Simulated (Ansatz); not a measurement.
In in Ansatz: convergence with k mesh

In:

```
In
1.0
    -1.64299    1.57678    2.43209
     1.65802   -1.63180    2.47812
     1.65199    1.64080   -2.46824
In
1
Direct
  0.99147 0.00315 0.99997
```

The cell isn't the ideal one: cell strained at random at fixed volume.

| Property | Result |
| --- | --- |
| Program | Ansatz 0.2.0 |
| Task | convergence study |
| Functional | PBE |
| Potentials or basis | Ansatz PAW |
| Cutoff | 420 eV (not typed: the program's choice for these potentials) |
| k mesh | 3 × 3 × 4 |
| Occupations | gaussian, width 0.05 eV |
| Spin | no spin polarisation |

These are the settings of the first run; the series varies k mesh, with any setting tied to it.

Hardware: 2 threads of Arm Neoverse V1 (shared host).

Q: The values tried are 3 × 3 × 4, 4 × 4 × 4, 5 × 5 × 5, 6 × 6 × 7, 7 × 7 × 8, 9 × 9 × 10, 11 × 11 × 13, 14 × 13 × 16, 16 × 16 × 19, loosest first. From which on does the pressure stay within 0.1 GPa of the tightest run that finished?

A: From 11 × 11 × 13 on.

| k mesh | energy less the tightest run, at zero smearing (meV/atom) | pressure (GPa) | SCF cycles | CPU time (s) | peak memory (GiB) |
| --- | --- | --- | --- | --- | --- |
| 3 × 3 × 4 | 76.27 | 2.66 | 6 | 0.64 | 0.25 |
| 4 × 4 × 4 | 131.92 | 3.87 | 6 | 0.85 | 0.26 |
| 5 × 5 × 5 | 53.33 | 2.97 | 6 | 1.2 | 0.27 |
| 6 × 6 × 7 | -5.84 | 2.06 | 7 | 2.3 | 0.3 |
| 7 × 7 × 8 | -7.98 | 1.72 | 7 | 3.3 | 0.33 |
| 9 × 9 × 10 | 6.86 | 2.18 | 7 | 6.5 | 0.38 |
| 11 × 11 × 13 | 1.31 | 2.11 | 7 | 13 | 0.48 |
| 14 × 13 × 16 | 0.87 | 2.03 | 7 | 24 | 0.66 |
| 16 × 16 × 19 | 0.00 | 2.01 | 7 | 40 | 0.92 |

Against the tightest run, the energy stays within 1 meV/atom from 14 × 13 × 16 on. Meshes of other sizes hit other points, so gaps and Fermi surfaces needn't settle smoothly. The tightest run that finished is the yardstick and may itself not be fully converged.
